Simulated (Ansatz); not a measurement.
Born–Oppenheimer molecular dynamics of a periodic cell of 36 atoms, Be (start crystal Be, start structure hcp, volume 1.05 times the crystal's). It goes on from the last frame of an earlier run, with new velocities.

All numbers below come from DFT PBE, scalar-relativistic, plane waves, PAW (Ansatz). Settings: accuracy low, cutoff 420 eV, k mesh 2x2x2, fermi-dirac smearing 0.24 eV, no spin polarisation.

```
ensemble        : NVT, Langevin thermostat
time step       : 1 fs
steps asked     : 100
set temperature : 1680 K
friction        : 0.05 /fs
seed            : 655024
```

First frame:

```xyz
36
Lattice="6.9826 0.0000 0.0000 -3.4913 6.0471 0.0000 0.0000 0.0000 7.2945" Properties=species:S:1:pos:R:3
Be 0.227 0.199 0.148
Be 0.059 1.443 1.561
Be -0.074 -0.457 3.649
Be -0.446 0.907 5.188
Be -1.374 2.304 -0.093
Be -1.519 3.392 1.670
Be -1.265 2.512 3.592
Be -1.045 3.856 5.342
Be -2.659 4.148 -0.075
Be -1.818 5.560 2.730
Be -2.784 3.934 3.792
Be -2.579 5.490 5.526
Be 2.269 -0.247 -0.269
Be 2.066 1.421 2.025
Be 3.139 0.198 3.718
Be 3.067 1.167 5.251
Be 1.314 1.543 0.048
Be 1.229 3.038 1.740
Be 0.987 1.098 3.874
Be 0.600 2.665 5.125
Be -0.276 4.084 0.248
Be 0.354 5.586 1.668
Be -0.320 4.193 3.435
Be 0.646 4.746 5.438
Be 4.877 0.188 -0.216
Be 4.814 1.371 1.895
Be 5.081 0.474 4.139
Be 4.777 2.221 5.390
Be 3.580 2.284 -0.083
Be 3.295 3.438 2.097
Be 3.554 1.986 3.471
Be 2.543 2.960 5.640
Be 2.390 4.441 0.308
Be 2.525 5.519 1.897
Be 2.010 4.030 3.359
Be 2.650 5.061 5.249
```

Problem. What does the run give?

Solution. The run went to its last step.

```
steps done                                               : 100
time covered                                             : 100 fs
mean temperature over the second half                    : 1888 K
spread of the potential energy over the second half      : 27.3 meV per atom
mean potential energy of the second half above the start : -146.9 meV per atom
```

The mean temperature of the second half is 12 % above the set value. A run of 0.1 ps of so small a system gives no equilibrium averages. Limits of this set-up: coarse k mesh, low accuracy level.

Problem. What happens to the structure?

Solution. Mean squared displacements from the first frame to the last, about the centre of mass: Be 0.37 Å². Another seed would give other details.

Problem. How do temperature and energy run in time?

Solution. 
| time (fs) | T (K) | potential energy less start (eV) |
| --- | --- | --- |
| 0.0 | 1633 | 0.000 |
| 5.0 | 1627 | -0.413 |
| 10.0 | 2146 | -1.624 |
| 15.0 | 2380 | -2.241 |
| 20.0 | 1898 | -1.751 |
| 25.0 | 1999 | -2.128 |
| 30.0 | 2514 | -3.634 |
| 35.0 | 2715 | -4.505 |
| 40.0 | 2183 | -4.515 |
| 45.0 | 1862 | -3.587 |
| 50.0 | 1816 | -3.465 |
| 55.0 | 2003 | -4.103 |
| 60.0 | 1911 | -4.815 |
| 65.0 | 2051 | -4.857 |
| 70.0 | 1843 | -5.521 |
| 75.0 | 2342 | -6.231 |
| 80.0 | 2204 | -5.690 |
| 85.0 | 1508 | -4.289 |
| 90.0 | 1666 | -5.250 |
| 95.0 | 1854 | -6.670 |
| 100.0 | 1505 | -7.277 |

The run took 14 min on 1 thread of Arm Neoverse V1, with other jobs on the host, peak memory 0.7 GiB.
